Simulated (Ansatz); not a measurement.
Wanted: the native input for an Ansatz 0.2.0 run.

```
Task                                : band structure
Functional                          : LDA
Potentials or basis                 : JTH PAW LDA
Cutoff                              : 780 eV
Density cutoff                      : 3900 eV
k mesh                              : 12 × 12 × 12
Occupations                         : gaussian, width 0.02 eV
Spin                                : collinear spin, ferrimagnetic start
Starting moments                    : [0.5, -0.25, 0.5, -0.25] μB
Path                                : [["G", "L", "B1"], ["B", "Z", "G", "X"], ["Q", "F", "P1", "Z"], ["L", "P"]]
Points for each segment of the path : 14
```

C:

```
C
1.0
     1.23319    0.71198    8.28262
    -1.23319    0.71198    8.28262
     0.00000   -1.42396    8.28262
C
4
Direct
  0.08717 0.08717 0.08717
  0.75385 0.75385 0.75385
  0.24615 0.24615 0.24615
  0.91283 0.91283 0.91283
```

This isn't the form of C at room conditions, which is graphite.

These files were run (other wordings do the same):

input.yaml

```yaml
crystal:
  lattice:
    - [1.2331880975, 0.7119814801, 8.2826151019]
    - [-1.2331880975, 0.7119814801, 8.2826151019]
    - [0.0, -1.4239629601, 8.2826151019]
  atoms:
    - { symbol: C, position: [0.08717308, 0.08717308, 0.08717308], spin: 0.5 }
    - { symbol: C, position: [0.75385006, 0.75385006, 0.75385006], spin: -0.25 }
    - { symbol: C, position: [0.24614994, 0.24614994, 0.24614994], spin: 0.5 }
    - { symbol: C, position: [0.91282692, 0.91282692, 0.91282692], spin: -0.25 }
hamiltonian:
  xc: lda
  pseudopotentials: { kind: paw, xc_functional: lda, accuracy: standard }
magnetization:
  spin_polarized: true
kpoints:
  mp_grid: { grid: [12, 12, 12] }
  band_path:
    path:
      - [[0.0, 0.0, 0.0], [0.5, 0.0, 0.0], [0.5, 0.1715928569, -0.1715928569]]
      - [[0.8284071431, 0.5, 0.1715928569], [0.5, 0.5, 0.5], [0.0, 0.0, 0.0], [0.3357964284, 0.0, -0.3357964284]]
      - [[0.6642035716, 0.3357964284, 0.0], [0.5, 0.5, 0.0], [0.6642035716, 0.6642035716, 0.1715928569], [0.5, 0.5, 0.5]]
      - [[0.5, 0.0, 0.0], [0.8284071431, 0.3357964284, 0.3357964284]]
    npoints: 14
scf:
  occupations: { method: gaussian, width: 0.02 }
  n_extra_bands: 10
output:
  forces: true
  stress: true
  eigenvalues: true
  fatbands: false
```

Potentials or basis: JTH PAW LDA.

Command:

```console
$ ansatz run input.yaml --threads 2 --pin off --max-ram 5120MiB --backend cpu --events-out ev --progress --plain --runs-dir out
```

Results of the run:

```yaml
Pressure: -6.6 GPa
Largest_force: 0.010 eV/Å
Band_gap_on_the_k_mesh: 0.19 eV, direct
Band_gap_along_the_path: 0.05 eV, indirect (least direct gap 0.07 eV)
Net_moment: 0.00 μB per cell
Absolute_moment: 0.00 μB per cell
```

Caveat: the k mesh misses the band edges, so the gap on the mesh is wider than the one along the path; the starting moments weren't kept.

Run time: 89 s on 2 threads of Arm Neoverse V1, with other jobs on the host, peak memory 0.94 GiB.
